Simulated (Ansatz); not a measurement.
## Ta, space group Fm-3m: a check of PAW against all-electron LAPW, step by step

With Ansatz's Python interface.

The cells in order, each with its output:

```python
import ansatz
import numpy as np
```

```python
XC = "pbe"
FILLING = "Methfessel-Paxton"
WIDTH_EV = 0.1


def count_gap(report):
    # lowest empty less highest filled band, counting bands; zero where they overlap
    return max(report.get("gap_by_band_count_ev") or 0.0, 0.0)
```

```python
lattice = ansatz.Lattice.of(
    (0.0, 2.11, 2.11),
    (2.11, 0.0, 2.11),
    (2.11, 2.11, 0.0),
)
sites = [
    ("Ta", (0.0, 0.0, 0.0)),
]
system = ansatz.Crystal(lattice=lattice)
for symbol, position in sites:
    system = system.atom(symbol, position)
```

```python
model = (
    system.calculation()
    .functional(XC)
    .kpoints(10)
    .occupations(FILLING, width=WIDTH_EV)
    .stress()
    .forces()
    .band_table()
)
variants = {
    "PAW": model.pseudopotentials("paw"),
    "LAPW": model.pseudopotentials("all_electron", lapw=True),
}
# totals differ by the cores that each treatment holds, so compare what does not depend on them
rows = []
for label, variant in variants.items():
    summary = variant.run(threads=1, pin="off").report
    levels = np.array(summary["eigenvalues_ev"][0]) - summary["fermi_energy_ev"]
    print(label, "levels at the first k-point near E_F:", np.round(levels[np.abs(levels) < 5], 3))
    rows.append((label, summary["n_electrons"], np.trace(summary["stress_gpa"]) / 3, count_gap(summary)))
print("     treatment  electrons in bands           P GPa  gap by band count eV")
for row in rows:
    print(f"{str(row[0]):>14s}  {row[1]:18.1f}  {row[2]:14.3f}  {row[3]:20.3f}")
```

    DeckWarning: basis.ecutwfc = 420 eV, auto-derived from the records' recommended cutoffs: set by Ta (normal level)
    PAW levels at the first k-point near E_F: [0.429 0.429 0.429 3.431 3.431]
    LAPW levels at the first k-point near E_F: [0.425 0.425 0.425 3.426 3.426]
         treatment  electrons in bands           P GPa  gap by band count eV
               PAW                13.0          -0.342                 0.000
              LAPW                37.0          -0.329                 0.000

PAW gives -0.342 GPa and LAPW -0.329 GPa, 0.013 GPa apart. They took 0.8 and 6.3 s of processor time.

What to keep in mind:
- The run is spin-unpolarised.
- For a metal this k-point mesh is coarse: on a finer one energies can move by several to tens of meV an atom and pressures by half a GPa or more, differences at one mesh by less.
- A gap by band count of zero or less means overlapping bands, a metal, and at an odd count of electrons it is no gap at all.
- This isn't the structure that Ta takes at ambient conditions.
- Gaps and levels are Kohn-Sham values on a finite set of k-points, without spin-orbit coupling.
- Warnings are shown shortened and without file and line.
- Pressure is positive in compression; the treatments may keep other shells as core, so totals and counts of electrons can differ.
- Timing: 7.8 s on 1 thread of Arm Neoverse V1, on a shared host, peak memory 0.43 GiB.

(A comment or docstring line of the script was reworded after the run, the code is as it ran; lines on the test bed's own set-up are left out of the output.)
